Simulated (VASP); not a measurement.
Input of a VASP 6.6.1 run:

File INCAR:

```
SYSTEM = Si
PREC = Accurate
ENCUT = 600
EDIFF = 1E-7
ISMEAR = 0
SIGMA = 0.02
LREAL = .False.
LASPH = .True.
NELM = 100
ALGO = Fast
ISIF = 3
LWAVE = .False.
LCHARG = .False.
GGA = PE
IBRION = 2
NSW = 100
EDIFFG = -0.002
```

Contents of KPOINTS:

```
regular mesh
0
Gamma
  8 8 8
  0 0 0
```

The input POSCAR:

```
Si
1.0
    0.0000000000      2.7218511900      2.7218511900
    2.7218511900      0.0000000000      2.7218511900
    2.7218511900      2.7218511900      0.0000000000
Si
2
Direct
    0.7500000000      0.7500000000      0.7500000000
    0.5000000000      0.5000000000      0.5000000000
```

Potentials or basis: VASP PAW PBE potentials, release 64 (Si).

The run is started by

```bash
$ cat potpaw_PBE.64/Si/POTCAR > POTCAR
$ mpirun -np 1 vasp_std > vasp.out
```

What does it give for the relaxed volume?

20.44 Å³/atom.

What does it give for the space group after relaxing (to 0.05 Å)?

Fd-3m (No. 227).

The path:
```tsv
step	energy change (eV)	largest force (eV/Å)	pressure (GPa)	volume (Å³)
1	0.0000	0.0000	1.27	40.33
2	-0.0012	0.0000	-0.80	41.27
3	-0.0022	0.0000	0.01	40.89
```
